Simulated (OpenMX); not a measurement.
Crystal: HfC.

```
CELL_PARAMETERS angstrom
0.00000 2.32500 2.32500
2.32500 0.00000 2.32500
2.32500 2.32500 0.00000
ATOMIC_POSITIONS crystal
Hf 0.50000 0.50000 0.50000
C 0.00000 0.00000 0.00000
```

Base run:

```yaml
Program: OpenMX 3.8.5
Functional: PBE
Potentials_or_basis: OpenMX 2013 PBE set, Hf7.0-s3p2d2f2, C6.0-s3p2d2, grid cutoff 400 Ry
k_mesh: 11 × 11 × 11
Occupations: fermi-dirac, width 0.05 eV
Spin: no spin polarisation
```

Its results: pressure -1.0 GPa.

Problem. The run is repeated on the same cell with these changes: functional from PBE to LDA; potentials or basis from OpenMX 2013 PBE set, Hf7.0-s3p2d2f2, C6.0-s3p2d2, grid cutoff 400 Ry to OpenMX 2013 LDA set, Hf7.0-s3p2d2f1, C6.0-s2p2d1, grid cutoff 400 Ry. What comes out?

Solution. Pressure -11.1 GPa.

Caveats: the basis of atomic orbitals isn't converged, which shifts pressures, moduli and gaps.
